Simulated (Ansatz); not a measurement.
# An elastic constant from a strain scan in LiCl

All numbers below come from DFT PBE, scalar-relativistic, plane waves, PAW in Ansatz 0.2.0. Settings: plane waves to 420 eV, k-mesh 8×8×8 (Γ-centred), Gaussian smearing 0.05 eV. No spin polarisation. Energies are free energies at this smearing, counted from the undisturbed cell; pressure is positive in compression.

The starting cell (as given, not relaxed at this level; it stands at 0.4 GPa):

```xyz
2
Lattice="0.0000 2.5648 2.5648 2.5648 0.0000 2.5648 2.5648 2.5648 0.0000" Properties=species:S:1:pos:R:3 pbc="T T T"
Li    0.0000    0.0000    0.0000
Cl    2.5648    2.5648    2.5648
```

The cell is strained by ε times the Voigt pattern (1, 0, 0, 0, 0, 0) (xx, yy, zz, yz, xz, xy; engineering shear) with fractional coordinates fixed. The cell holds 2 atoms in V0 = 33.74 Å³. The stress column is τ = (1/V0) dE/dε, got from the stress tensor σ (compression positive) at each point as −det(1 + εP) σ : P(1 + εP)⁻¹, with P the pattern as a tensor.

| ε | ΔE (meV/atom) | τ (GPa) |
| --- | --- | --- |
| -0.0400 | 7.199 | -3.251 |
| -0.0300 | 4.231 | -2.404 |
| -0.0200 | 2.104 | -1.652 |
| -0.0100 | 0.722 | -0.986 |
| 0.0000 | 0.000 | -0.398 |
| 0.0100 | -0.141 | 0.119 |
| 0.0200 | 0.230 | 0.573 |
| 0.0300 | 1.046 | 0.969 |
| 0.0350 | 1.603 | 1.148 |
| 0.0400 | ? | ? |

**Question.** Which combination of elastic constants does this scan measure, and how large is it?

**Answer.** For small ε, τ = τ0 + Kε with K = pᵀCp, which for this pattern is C11 in the cubic axes. The parabola through τ at ε = -0.0100, 0 and 0.0100 has slope K = 55 GPa at zero. The energies per cell, E = NΔE, of the same two points give K = 2[E(ε₊)/ε₊ − E(ε₋)/ε₋]/[(ε₊ − ε₋)V0] = 55 GPa, in agreement.

**Question.** Predict the withheld row at ε = 0.0400 from the harmonic law, and compare.

**Answer.** ΔE = V0(τ0 ε + Kε²/2)/N = 2.980 meV/atom and τ = 1.81 GPa. The calculation gives 2.252 meV/atom and 1.31 GPa: the energy lies 24 % below the harmonic value, as bonds soften when stretched.